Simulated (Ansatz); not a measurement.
This is a relaxation of cell and atoms with the plane-wave code Ansatz on TiO₂ on the sites of monoclinic HfO2 (relaxed group P2_1/c); the level of theory is PBE. The starting cell was estimated from covalent radii.

input.yaml:
```yaml
crystal:
  lattice:
    - [4.88577694, 0.0, 0.0]
    - [0.0, 4.93993651, 0.0]
    - [-0.84032571, 0.0, 4.9901054]
  atoms:
    - { symbol: Ti, position: [0.27613578, 0.45806468, 0.70790733] }
    - { symbol: Ti, position: [0.72386422, 0.95806468, 0.79209267] }
    - { symbol: Ti, position: [0.72386422, 0.54193532, 0.29209267] }
    - { symbol: Ti, position: [0.27613578, 0.04193532, 0.20790733] }
    - { symbol: O, position: [0.44799782, 0.74252595, 0.97857799] }
    - { symbol: O, position: [0.55200218, 0.24252595, 0.52142201] }
    - { symbol: O, position: [0.55200218, 0.25747405, 0.02142201] }
    - { symbol: O, position: [0.44799782, 0.75747405, 0.47857799] }
    - { symbol: O, position: [0.06836078, 0.33075888, 0.34625278] }
    - { symbol: O, position: [0.93163922, 0.83075888, 0.15374722] }
    - { symbol: O, position: [0.93163922, 0.66924112, 0.65374722] }
    - { symbol: O, position: [0.06836078, 0.16924112, 0.84625278] }
kpoints:
  mp_grid: { grid: [6, 6, 6] }
hamiltonian:
  xc: pbe
scf:
  occupations: { method: fermi_dirac, width: 0.02 }
relax:
  f_tol: 0.005
  cell: {}
```

Wall time 100 s on 1 × NVIDIA H100 80GB HBM3 with 2 threads of AMD EPYC 7R13 Processor (Zen 3) (shared host), load about 2.6 per core; peak host memory 1.3 GiB.

Abridged output:
```
Functional definition: PBE
Crystal: 12 atoms, lattice volume = 120.438 Å³
Basis set: ecut = 420 eV, 2353 PW (Γ)
Bands: 60, of which v1, the nominal top of the filled ones, is band 48 counted from 1 (47 counted from 0)
Symmetry: 4 space group operations
Space group: P21/c (ITA 14)
k-points: 80 of 216
relax step 1: F+E_penalty+E_count = -14554.06191230 eV  max|allowed force component| = 4.584e-1 eV/Å  Δτ_max = 0.0000 Å  P = -4.860 GPa  Ω = 120.438 Å³
relax step 2: F+E_penalty+E_count = -14554.15215477 eV  max|allowed force component| = 3.050e-1 eV/Å  Δτ_max = 0.0269 Å  P = -1.546 GPa  Ω = 118.507 Å³
relax step 3: F+E_penalty+E_count = -14554.18203987 eV  max|allowed force component| = 2.119e-1 eV/Å  Δτ_max = 0.0131 Å  P = +0.565 GPa  Ω = 117.576 Å³
relax step 4: F+E_penalty+E_count = -14554.21952314 eV  max|allowed force component| = 2.070e-1 eV/Å  Δτ_max = 0.0619 Å  P = +0.225 GPa  Ω = 118.534 Å³
relax step 5: F+E_penalty+E_count = -14554.23164527 eV  max|allowed force component| = 9.766e-2 eV/Å  Δτ_max = 0.0536 Å  P = -0.087 GPa  Ω = 119.582 Å³
relax step 6: F+E_penalty+E_count = -14554.23338176 eV  max|allowed force component| = 1.310e-2 eV/Å  Δτ_max = 0.0086 Å  P = +0.028 GPa  Ω = 119.590 Å³
relax step 7: F+E_penalty+E_count = -14554.23367614 eV  max|allowed force component| = 3.611e-3 eV/Å  Δτ_max = 0.0028 Å  P = -0.008 GPa  Ω = 119.601 Å³
relax step 8: F+E_penalty+E_count = -14554.23059954 eV  max|allowed force component| = 3.599e-3 eV/Å  Δτ_max = 0.0000 Å  P = -0.054 GPa  Ω = 119.601 Å³  (SCF on a basis re-selected at this cell)
relax step 9: F+E_penalty+E_count = -14554.23063355 eV  max|allowed force component| = 1.346e-3 eV/Å  Δτ_max = 0.0015 Å  P = -0.007 GPa  Ω = 119.605 Å³
relax step 10: F+E_penalty+E_count = -14554.23071608 eV  max|allowed force component| = 1.357e-3 eV/Å  Δτ_max = 0.0000 Å  P = -0.007 GPa  Ω = 119.605 Å³  (SCF on a basis re-selected at this cell)
SCF converged after 5 iterations
Free energy (F): -14554.230716 eV
Fermi energy:    10.991434 eV
--- Forces (eV/Å), atoms counted from 1 ---
  atom   1  Ti    -0.00118      0.00040    -0.00114
  atom   2  Ti      0.00118      0.00040      0.00114
  atom   3  Ti      0.00118    -0.00040      0.00114
  atom   4  Ti    -0.00118    -0.00040    -0.00114
  atom   5  O       0.00136    -0.00100    -0.00094
  atom   6  O     -0.00136    -0.00100      0.00094
  atom   7  O     -0.00136      0.00100      0.00094
  atom   8  O       0.00136      0.00100    -0.00094
  atom   9  O       0.00075      0.00094      0.00106
  atom  10  O     -0.00075      0.00094    -0.00106
  atom  11  O     -0.00075    -0.00094    -0.00106
  atom  12  O       0.00075    -0.00094      0.00106
--- Stress (GPa, compression-positive) ---
       -0.019619       0.000000      -0.019207
        0.000000      -0.008896       0.000000
       -0.019207       0.000000       0.008663
  P = ⅓ Tr σ = -0.0066 GPa (-0.066 kbar)
--- Relaxed structure (8 steps of the walk, 8 accepted, 2 SCFs on fresh bases) ---
  F+E_penalty+E_count = -14554.23071608 eV   max|allowed force component| = 1.357e-3 eV/Å
  cell:  # Å, volume = 119.6052 Å³
    - [4.854939, 0.000000, -0.036594]
    - [0.000000, 4.905035, 0.000000]
    - [-0.872397, 0.000000, 5.029125]
  atoms:
    - { symbol: Ti, position: [0.275649, 0.441803, 0.717470] }
    - { symbol: Ti, position: [0.724351, 0.941803, 0.782530] }
    - { symbol: Ti, position: [0.724351, 0.558197, 0.282530] }
    - { symbol: Ti, position: [0.275649, 0.058197, 0.217470] }
    - { symbol: O, position: [0.450047, 0.741347, 0.955821] }
    - { symbol: O, position: [0.549953, 0.241347, 0.544179] }
    - { symbol: O, position: [0.549953, 0.258653, 0.044179] }
    - { symbol: O, position: [0.450047, 0.758653, 0.455821] }
    - { symbol: O, position: [0.060691, 0.318643, 0.356639] }
    - { symbol: O, position: [0.939309, 0.818643, 0.143361] }
    - { symbol: O, position: [0.939309, 0.681357, 0.643361] }
    - { symbol: O, position: [0.060691, 0.181357, 0.856639] }
```

In 8 steps the volume changed by -0.7 %; between the first SCF and the last, each on a basis chosen for its cell, the energy fell by 14.1 meV an atom. Final cell: space group P2_1/c (No. 14), monoclinic; a = 4.855 Å, b = 4.905 Å, c = 5.104 Å, β = 100.3° in the conventional setting, 9.97 Å³ an atom. Around Ti lie 7 O at 1.87–2.31 Å; around O lie 4 Ti at 1.99–2.31 Å; around O lie 3 Ti at 1.87–2.04 Å.

Simulation only: spin-unpolarised, and no claim that this is the phase found in nature.
